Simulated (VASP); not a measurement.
# Al (Im-3m) in VASP: notebook

Runs on Al. Level: PBEsol. Tasks: single point, relaxation of cell and atoms.

All numbers are computed with VASP 6.6.1; they aren't measurements. Logs are shortened: lines on timing, memory, paths and dates and some standing lists are left out, and cuts for length are marked.

## 1. The structure

Symmetry: Im-3m, No. 229, cubic system. Conventional cell: a = 3.213 Å, b = 3.213 Å, c = 3.213 Å, α = 90.00°, β = 90.00°, γ = 90.00°. Al (site symmetry m-3m) is surrounded by 8 Al at 2.78 Å.

This isn't the form of Al at room conditions, which is fcc.

## 2. Single point, PBEsol

INCAR reads:

```
  ALGO = Normal
  EDIFF = 1E-6
  ENCUT = 520
  GGA = PS
  ISIF = 2
  ISMEAR = 0
  LASPH = T
  LCHARG = T
  LELF = T
  LREAL = F
  LVHAR = T
  LWAVE = F
  NBANDS = 8
  NELM = 100
  PREC = Accurate
  SIGMA = 0.1
```

KPOINTS reads:

```
k-points
0
Gamma
  18 18 18
```

POSCAR reads:

```
Al
1.0
   -1.6064390039      1.6064390039      1.6064390039
    1.6064390039     -1.6064390039      1.6064390039
    1.6064390039      1.6064390039     -1.6064390039
Al
1
Direct
    0.0000000000      0.0000000000      0.0000000000
```

Potentials or basis: VASP PAW PBE potentials, release 64 (Al).

Command:

```
$ cat potpaw_PBE.64/Al/POTCAR > POTCAR
$ mpirun -np 1 vasp_std > vasp.out
```

OUTCAR:

```text
EDIFF = 1E-6
   ENCUT = 520
   GGA = PS
   ISIF = 2
   ISMEAR = 0
   LASPH = T
   LREAL = F
   NELM = 100
   PREC = Accurate

 ion  position               nearest neighbor table
   1  0.000  0.000  0.000-

  LATTYP: Found a body centered cubic cell.
 ALAT       =     3.2128780078

  Lattice vectors:

 A1 = (  -1.6064390039,   1.6064390039,   1.6064390039)
 A2 = (   1.6064390039,  -1.6064390039,   1.6064390039)
 A3 = (   1.6064390039,   1.6064390039,  -1.6064390039)

Analysis of symmetry for initial positions (statically):
=====================================================================
 Subroutine PRICEL returns:
 Original cell was already a primitive cell.

 Routine SETGRP: Setting up the symmetry group for a
 body centered cubic supercell.

 Subroutine GETGRP returns: Found 48 space group operations
 (whereof 48 operations were pure point group operations)
 out of a pool of 48 trial point group operations.

The static configuration has the point symmetry O_h .

Analysis of symmetry for dynamics (positions and initial velocities):
=====================================================================
 Subroutine PRICEL returns:
 Original cell was already a primitive cell.

 Routine SETGRP: Setting up the symmetry group for a
 body centered cubic supercell.

 Subroutine GETGRP returns: Found 48 space group operations
 (whereof 48 operations were pure point group operations)
 out of a pool of 48 trial point group operations.

The dynamic configuration has the point symmetry O_h .

 Subroutine INISYM returns: Found 48 space group operations
 (whereof 48 operations are pure point group operations),
 and found     1 'primitive' translations

----------------------------------------------------------------------------------------

                                     Primitive cell

  volume of cell :      16.5826

  direct lattice vectors                    reciprocal lattice vectors
    -1.606439004  1.606439004  1.606439004     0.000000000  0.311247423  0.311247423
     1.606439004 -1.606439004  1.606439004     0.311247423  0.000000000  0.311247423
     1.606439004  1.606439004 -1.606439004     0.311247423  0.311247423  0.000000000

  length of vectors
     2.782433974  2.782433974  2.782433974     0.440170327  0.440170327  0.440170327

  position of ions in fractional coordinates (direct lattice)
     0.000000000  0.000000000  0.000000000

  ion indices of the primitive-cell ions
   primitive index   ion index
                 1           1

----------------------------------------------------------------------------------------

 KPOINTS: k-points

Automatic generation of k-mesh.
 Grid dimensions read from file:
 generate k-points for:   18   18   18

 Generating k-lattice:

  Cartesian coordinates                     Fractional coordinates (reciprocal lattice)
     0.000000000  0.017291523  0.017291523     0.055555556  0.000000000  0.000000000
     0.017291523  0.000000000  0.017291523     0.000000000  0.055555556  0.000000000
     0.017291523  0.017291523  0.000000000     0.000000000  0.000000000  0.055555556

  Length of vectors
     0.024453907  0.024453907  0.024453907

  Shift w.r.t. Gamma in fractional coordinates (k-lattice)
     0.000000000  0.000000000  0.000000000

 Subroutine IBZKPT returns following result:
 ===========================================

 Found    195 irreducible k-points:

 Following reciprocal coordinates:
            Coordinates               Weight
  0.000000  0.000000  0.000000      1.000000
  0.055556  0.000000  0.000000     12.000000
  0.111111  0.000000  0.000000     12.000000
  0.166667  0.000000  0.000000     12.000000
  0.222222  0.000000  0.000000     12.000000
  0.277778  0.000000  0.000000     12.000000
[... 16 lines left out ...]
  0.333333  0.111111  0.000000     48.000000
  0.388889  0.111111  0.000000     48.000000
 [... further k-points ...]
   k-points           NKPTS =    195   k-points in BZ     NKDIM =    195   number of bands    NBANDS=      8
   number of dos      NEDOS =    301   number of ions     NIONS =      1
   total plane-waves  NPLWV =  13824
   dimension x,y,z NGX =    24 NGY =   24 NGZ =   24
   dimension x,y,z NGXF=    48 NGYF=   48 NGZF=   48
   ions per type =               1
   NGX,Y,Z   is equivalent  to a cutoff of  14.34, 14.34, 14.34 a.u.
   NGXF,Y,Z  is equivalent  to a cutoff of  28.68, 28.68, 28.68 a.u.
 SYSTEM =  unknown system
   PREC   = accura    normal or accurate (medium, high low for compatibility)
   ISTART =      0    job   : 0-new  1-cont  2-samecut
   ICHARG =      2    charge: 1-file 2-atom 10-const
   ISPIN  =      1    spin polarized calculation?
   LNONCOLLINEAR =      F non collinear calculations
   LSORBIT =      F    spin-orbit coupling
   LASPH  =      T    aspherical Exc in radial PAW
   ENCUT  =  520.0 eV  38.22 Ry    6.18 a.u.   5.17  5.17  5.17*2*pi/ulx,y,z
   NELM   =    100;   NELMIN=  2; NELMDL= -5     # of ELM steps
[... 26 lines left out ...]
   LHFCALC =     F    Hartree Fock is set to
   AEXX    =    0.0000 exact exchange contribution
   IVDW    =     0    specifies the selected vdW correction
   LEPSILON=     F    determine dielectric tensor
   LRPA    =     F    only Hartree local field effects (RPA)
 non-spin polarized calculation
 Gauss-broadening in eV      SIGMA  =   0.10
  energy-cutoff  :      520.00
  volume of cell :       16.58
 maximum number of plane-waves:       468
 NGX is ok and might be reduce to    24

 number of electron       3.0000000 magnetization

 Free energy of the ion-electron system (eV)
  ---------------------------------------------------
  ext. energy  EPLUGINS =         0.00000000
  ---------------------------------------------------
  free energy    TOTEN  =        -3.99636888 eV

  energy without entropy =       -3.99466298  energy(sigma->0) =       -3.99551593

 E-fermi :   7.9085     XC(G=0): -10.2423

 val. band max:        7.8679044399   @ k =  -0.3889  -0.4444   0.2222
 cond. band min:       7.9109106374   @ k =   0.2778   0.1667   0.0556
 fundamental gap:      0.0430061975
 Fermi energy:         7.9085012759

 k-point     1 :       0.0000    0.0000    0.0000
  band No.  band energies     occupation
      1      -3.1926      2.00000
      2      21.1111      0.00000
      3      21.1111      0.00000
      4      21.1111      0.00000
      5      22.5049      0.00000
      6      22.5049      0.00000
      7      22.5049      0.00000
      8      24.1456      0.00000

 k-point     2 :       0.0556    0.0000    0.0000
  band No.  band energies     occupation
      1      -3.1041      2.00000
      2      19.9442      0.00000
      3      20.4103      0.00000
      4      20.7432      0.00000
      5      22.1349      0.00000
      6      22.9987      0.00000
      7      23.3531      0.00000
      8      23.3629      0.00000

 k-point     3 :       0.1111    0.0000    0.0000
  band No.  band energies     occupation
      1      -2.8389      2.00000
      2      17.8249      0.00000
      3      19.4193      0.00000
      4      19.9299      0.00000
      5      21.3376      0.00000
      6      22.4326      0.00000
      7      23.6911      0.00000
      8      24.3176      0.00000

 k-point     4 :       0.1667    0.0000    0.0000
  band No.  band energies     occupation
      1      -2.3979      2.00000
      2      15.5326      0.00000
      3      18.5221      0.00000
      4      19.0258      0.00000
      5      20.4781      0.00000
      6      21.6791      0.00000
      7      24.3636      0.00000
      8      24.6410      0.00000

 k-point     5 :       0.2222    0.0000    0.0000
  band No.  band energies     occupation
      1      -1.7827      2.00000
      2      13.2740      0.00000
      3      17.7561      0.00000
      4      18.1848      0.00000
      5      19.6944      0.00000
      6      21.0044      0.00000
      7      25.1114      0.00000
      8      25.1188      0.00000
[... 177 lines left out ...]
 k-point    22 :       0.2778    0.1111    0.0000
  band No.  band energies     occupation
      1       0.2199      2.00000
      2       9.3185      0.00000
      3      13.6504      0.00000
      4      16.4908      0.00000
      5      19.9329      0.00000
      6      22.3037      0.00000
      7      24.7290      0.00000
      8      28.5950      0.00000

 k-point    23 :       0.3333    0.1111    0.0000
  band No.  band energies     occupation
      1       1.3389      2.00000
      2       7.4304      2.00000
      3      13.2517      0.00000
      4      16.1164      0.00000
      5      19.5547      0.00000
      6      22.1342      0.00000
      7      25.5153      0.00000
      8      29.2352      0.00000

 k-point    24 :       0.3889    0.1111    0.0000
  band No.  band energies     occupation
      1       2.6149      2.00000
      2       5.6913      2.00000
      3      13.0118      0.00000
      4      15.8903      0.00000
      5      19.3248      0.00000
      6      21.9929      0.00000
      7      26.4778      0.00000
      8      28.8886      0.00000

 [... further k-points ...]

------------------------ aborting loop because EDIFF is reached ----------------------------------------

  FORCE on cell =-STRESS in cart. coord.  units (eV):
  Direction    XX          YY          ZZ          XY          YZ          ZX
  --------------------------------------------------------------------------------------
  -------------------------------------------------------------------------------------
  Total        0.0104664      0.0104664      0.0104664     -0.0000000      0.0000000     -0.0000000
  in kB        1.0112384      1.0112384      1.0112384     -0.0000000      0.0000000     -0.0000000
  external PRESSURE =       1.0112384 kB  Pullay stress =       0.0000000 kB

 VOLUME and BASIS-vectors are now :
 -----------------------------------------------------------------------------
  energy-cutoff  :      520.00
  volume of cell :       16.58
      direct lattice vectors                 reciprocal lattice vectors
    -1.606439004  1.606439004  1.606439004     0.000000000  0.311247423  0.311247423
     1.606439004 -1.606439004  1.606439004     0.311247423  0.000000000  0.311247423
     1.606439004  1.606439004 -1.606439004     0.311247423  0.311247423  0.000000000

 POSITION                                       TOTAL-FORCE (eV/Angst)
 -----------------------------------------------------------------------------------
      0.00000      0.00000      0.00000         0.000000     -0.000000      0.000000
 -----------------------------------------------------------------------------------
    total drift:                                0.000000      0.000000      0.000000

  FREE ENERGIE OF THE ION-ELECTRON SYSTEM (eV)
  ---------------------------------------------------
  free  energy   TOTEN  =        -3.9963688832 eV

  energy  without entropy=       -3.9946629760  energy(sigma->0) =       -3.99551593
```

It took 8.4 s on 1 thread of Intel Xeon Platinum 8488C (Sapphire Rapids), shared host; peak memory 0.14 GiB.

What came out:

```yaml
Free_energy: -3.9964 eV
Pressure: 0.1 GPa
Band_gap_on_the_k_mesh: none (metal or under the smearing width)
```

Levels at points of the mesh, in eV from the Fermi level:
| k point | band 1 | band 2 | band 3 | band 4 | band 5 | band 6 |
| --- | --- | --- | --- | --- | --- | --- |
| (0.00, 0.00, 0.00) | -11.10 | 13.20 | 13.20 | 13.20 | 14.60 | 14.60 |
| (0.50, 0.00, 0.00) | -4.31 | -3.86 | 8.11 | 8.24 | 9.92 | 11.36 |
| (0.50, 0.50, 0.50) | 1.85 | 1.85 | 1.85 | 2.97 | 2.97 | 5.52 |

Caveat: the PAW data sets were made with another functional, which shifts forces and pressure a little.

## 3. Relaxation of cell and atoms, PBEsol

This run uses another cell than the first one, of 16.12 Å³/atom, 0.972 times its volume.

INCAR reads:

```
SYSTEM = Al
PREC     = Accurate       ! precision mode
ENCUT    = 600            ! plane-wave cutoff, eV
EDIFF    = 1E-6           ! SCF threshold, eV
ISMEAR   = 0              ! smearing method
SIGMA    = 0.1            ! smearing width, eV
LREAL    = .FALSE.        ! projectors in reciprocal space
LASPH    = .TRUE.         ! aspherical terms in the spheres
NELM     = 100            ! most SCF steps
ALGO     = Normal         ! electronic algorithm
ISIF     = 3              ! what is computed and relaxed
LWAVE    = .FALSE.        ! write WAVECAR
LCHARG   = .FALSE.        ! write CHGCAR
GGA      = PS             ! functional
IBRION   = 2              ! ionic algorithm
NSW      = 100            ! ionic steps
EDIFFG   = -0.005         ! ionic threshold
```

KPOINTS reads:

```
regular mesh
0
G
  18 18 18
  0 0 0
```

POSCAR reads:

```
Al
1.0
   -1.5912186900      1.5912186900      1.5912186900
    1.5912186900     -1.5912186900      1.5912186900
    1.5912186900      1.5912186900     -1.5912186900
Al
1
Direct
    0.0000000000      0.0000000000      0.0000000000
```

Potentials or basis: VASP PAW PBE potentials, release 64 (Al).

Command:

```
$ cat potpaw_PBE.64/Al/POTCAR > POTCAR
$ mpirun -np 1 vasp_std > vasp.out
```

Run time: 11 s. Hardware: 1 thread of Intel Xeon Platinum 8488C (Sapphire Rapids), shared host; peak memory 0.14 GiB.

It converged, with:

```yaml
Free_energy: -3.9964 eV
Relaxed_volume: 16.61 Å³/atom
Relaxed_cell: a = 2.784 Å, b = 2.784 Å, c = 2.784 Å, α = 109.47°, β = 109.47°, γ = 109.47°
Space_group_after_relaxing_to_0.05_Å: Im-3m (No. 229)
Energy_gained_by_relaxing: 3.5 meV/atom
Ionic_steps: 3
Pressure_after_relaxing: 0.0 GPa
Band_gap_on_the_k_mesh: none (metal or under the smearing width)
```

The path:
```csv
step,energy change (eV),largest force (eV/Å),pressure (GPa),volume (Å³)
1,0.0000,0.0000,2.34,16.12
2,-0.0034,0.0000,-0.29,16.67
3,-0.0035,0.0000,0.00,16.61
```

Final structure:
```
Al
1.0
    -1.60716    1.60716    1.60716
     1.60716   -1.60716    1.60716
     1.60716    1.60716   -1.60716
Al
1
Direct
  0.00000 0.00000 0.00000
```

Levels at points of the mesh, in eV from the Fermi level:
| k point | band 1 | band 2 | band 3 | band 4 | band 5 |
| --- | --- | --- | --- | --- | --- |
| (0.00, 0.00, 0.00) | -11.09 | 13.19 | 13.19 | 13.19 | 14.58 |
| (0.50, 0.00, 0.00) | -4.30 | -3.86 | 8.10 | 8.23 | 9.91 |
| (0.50, 0.50, 0.50) | 1.85 | 1.85 | 1.85 | 2.97 | 2.97 |

Caveat: the PAW data sets were made with another functional, which shifts forces and pressure a little.

## 4. Single point, PBEsol

This run uses another cell than the first one: it holds 6 atoms, not 1.

INCAR reads:

```
SYSTEM = Ti2Al
PREC     = Accurate       ! precision mode
ENCUT    = 520            ! plane-wave cutoff, eV
EDIFF    = 1E-7           ! SCF threshold, eV
ISMEAR   = 0              ! smearing method
SIGMA    = 0.1            ! smearing width, eV
LREAL    = .FALSE.        ! projectors in reciprocal space
LASPH    = .TRUE.         ! aspherical terms in the spheres
NELM     = 100            ! most SCF steps
ALGO     = Fast           ! electronic algorithm
ISIF     = 2              ! what is computed and relaxed
LWAVE    = .FALSE.        ! write WAVECAR
LCHARG   = .FALSE.        ! write CHGCAR
GGA      = PS             ! functional
NBANDS   = 36             ! bands
```

KPOINTS reads:

```
regular mesh
0
G
  9 9 6
  0 0 0
```

POSCAR reads:

```
Ti2Al
1.0
    4.4917361665      0.0000000000      0.0000000000
   -2.2458680833      3.8899576272      0.0000000000
    0.0000000000      0.0000000000      5.5586435461
Al Ti
2 4
Direct
    0.0000000000      0.0000000000     -0.0002458863
    0.3333333333      0.6666666667      0.1669125530
    0.6666666667      0.3333333333      0.3496261464
    1.0000000000      0.0000000000      0.5095142573
    0.6666666667      0.3333333333      0.8170405203
    0.3333333333      0.6666666667      0.6571524093
```

Potentials or basis: VASP PAW PBE potentials, release 64 (Al, Ti_sv).

Command:

```
$ cat potpaw_PBE.64/Al/POTCAR potpaw_PBE.64/Ti_sv/POTCAR > POTCAR
$ mpirun -np 1 vasp_std > vasp.out
```

It took 9.2 min on 1 thread of Intel Xeon Platinum 8488C (Sapphire Rapids), shared host; peak memory 0.33 GiB.

It converged, with:

| Property | Result |
| --- | --- |
| Free energy | -42.3189 eV |
| Pressure | 0.0 GPa |
| Largest force | 0.007 eV/Å |
| Band gap on the k mesh | none (metal or under the smearing width) |

Forces in eV/Å, atoms in the order of the input:
```
Al   0.000  0.000  0.007
Al   0.000  0.000 -0.007
Ti   0.000  0.000  0.006
Ti   0.000  0.000 -0.003
Ti   0.000  0.000 -0.006
Ti   0.000  0.000  0.003
```

Levels at points of the mesh, in eV from the Fermi level:
| k point | band 24 | band 25 | band 26 | band 27 | band 28 | band 29 | band 30 | band 31 |
| --- | --- | --- | --- | --- | --- | --- | --- | --- |
| (0.00, 0.00, 0.00) | -0.97 | -0.75 | -0.75 | -0.30 | 0.16 | 0.16 | 0.32 | 0.32 |
| (0.00, 0.00, 0.50) | -0.99 | -0.72 | -0.72 | 0.02 | 0.02 | 0.52 | 0.52 | 1.30 |

Caveat: the PAW data sets were made with another functional, which shifts forces and pressure a little.

## 5. Single point, PBEsol

This run uses another cell than the first one: it holds 6 atoms, not 1.

INCAR reads:

```
PREC = Accurate
ENCUT = 520
EDIFF = 1E-6
ISMEAR = 0
SIGMA = 0.1
LREAL = False
LASPH = True
NELM = 100
ALGO = Fast
ISIF = 2
LWAVE = False
LCHARG = False
GGA = PS
NBANDS = 32
```

KPOINTS reads:

```
Automatic mesh
0
Gamma
  12 12 4
```

POSCAR reads:

```
TiAl
1.0
    3.3958132754      0.0000000000      0.0000000000
    0.0000000000      3.3958132754      0.0000000000
    0.0000000000      0.0000000000      8.5209907906
Al Ti
3 3
Direct
    0.0000000000      0.0000000000     -0.0012007804
    0.5000000000      0.5000000000      0.1666666667
    0.0000000000      0.0000000000      0.3345341137
    0.5000000000      0.5000000000      0.5048743749
    0.0000000000      0.0000000000      0.6666666667
    0.5000000000      0.5000000000      0.8284589585
```

Command:

```
$ cat potpaw_PBE.64/Al/POTCAR potpaw_PBE.64/Ti_sv/POTCAR > POTCAR
$ mpirun -np 1 vasp_std > vasp.out
```

Wall time 7 min (1 thread of Intel Xeon Platinum 8559C (Emerald Rapids), shared host); peak memory 0.35 GiB.

The run converged. Its results:

- Free energy: -38.3603 eV
- Pressure: -0.1 GPa
- Largest force: 0.020 eV/Å
- Band gap on the k mesh: none (metal or under the smearing width)

Forces in eV/Å, atoms in the order of the input:
```
Al   0.000  0.000  0.000
Al   0.000  0.000  0.000
Al   0.000  0.000  0.000
Ti   0.000  0.000  0.020
Ti   0.000  0.000  0.000
Ti   0.000  0.000 -0.020
```

Levels at points of the mesh, in eV from the Fermi level:
```tsv
k point	band 20	band 21	band 22	band 23	band 24	band 25	band 26	band 27
(0.00, 0.00, 0.00)	0.41	0.41	0.62	0.68	1.29	1.29	1.76	1.76
(0.50, 0.00, 0.00)	-1.10	-0.37	-0.32	0.12	0.66	1.70	2.04	2.09
(0.50, 0.50, 0.00)	-1.70	-0.97	-0.33	-0.28	-0.28	0.11	0.11	1.61
(0.00, 0.00, 0.50)	0.68	0.75	0.75	0.86	0.86	1.16	1.40	1.40
(0.50, 0.00, 0.50)	-0.67	-0.38	-0.31	0.30	0.70	0.90	1.89	1.95
(0.50, 0.50, 0.50)	-1.71	-1.22	-0.09	-0.09	-0.04	-0.04	0.40	1.38
```

Caveat: the PAW data sets were made with another functional, which shifts forces and pressure a little.

## 6. Summary

```tsv
task	potentials or basis	cell	k mesh	cutoff (eV)	gap on the mesh (eV)	pressure (GPa)	largest force (eV/Å)
single point	VASP PAW PBE potentials, release 64 (Al)	Im-3m, 16.58 Å³/atom	18 × 18 × 18	520	none	0.1	-
relaxation of cell and atoms	VASP PAW PBE potentials, release 64 (Al)	relaxed	18 × 18 × 18	600	none	0.0	-
single point	VASP PAW PBE potentials, release 64 (Al, Ti_sv)	P-3m1, 16.19 Å³/atom	9 × 9 × 6	520	none	0.0	0.01
single point	VASP PAW PBE potentials, release 64 (Al, Ti_sv)	P4/mmm, 16.38 Å³/atom	12 × 12 × 4	520	none	-0.1	0.02
```

Alike in all rows: level PBEsol; no spin polarisation; smearing gaussian 0.1 eV.

Caveats: the PAW data sets were made with another functional, which shifts forces and pressure a little.

Absolute energies hang on the potentials; compare differences alone.
